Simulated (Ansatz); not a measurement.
Be2C under changes of volume

One of the cells (6.765 Å³/atom); the others are scaled copies at fixed shape and fractional positions:

```xyz
3
Lattice="0.0000 2.1650 2.1650 2.1650 0.0000 2.1650 2.1650 2.1650 0.0000" Properties=species:S:1:pos:R:3 pbc="T T T"
C     0.0000    0.0000    0.0000
Be    3.2475    3.2475    3.2475
Be    1.0825    1.0825    1.0825
```

* Program: Ansatz 0.2.0
* Functional: PBE
* Potentials or basis: Ansatz PAW
* Cutoff: 420 eV (not typed: the program's choice for these potentials)
* k mesh: 11 × 11 × 11
* Occupations: fermi-dirac, width 0.05 eV
* Spin: no spin polarisation

```csv
volume (Å³/atom),energy over the lowest point (meV/atom),pressure (GPa),gap on the mesh (eV)
6.359,?,?,?
6.495,6.83,8.6,1.28
6.630,1.57,4.0,1.28
6.765,0.00,-0.2,1.27
6.901,1.82,-4.1,1.26
7.036,6.76,-7.6,1.25
7.171,14.53,-10.8,1.24
```

Problem. What does the run at 6.359 Å³/atom give?

Solution. Energy over the lowest point 16.21 meV/atom; pressure 13.6 GPa; gap on the mesh 1.29 eV.

Worked out: A Birch-Murnaghan fit of order 3 (a polynomial in V^(-2/3)) to the other rows has its minimum at 6.76 Å³/atom with B0 = V·E''(V) = 202 GPa and B' = 3.3. It gives 16.19 meV/atom at 6.359 Å³/atom, against the run's 16.21, and -dE/dV = 13.6 GPa, against 13.6. A straight line through the other rows of the gap, of slope -0.432 eV per unit of ln V, extrapolates to 1.29 eV, against the run's 1.29.

Energies are extrapolated to zero smearing.

Caveats: odd divisions of the mesh miss points on the zone boundary, where band edges often lie, so the gap on the mesh can be too wide.

A mesh can miss the band edges.
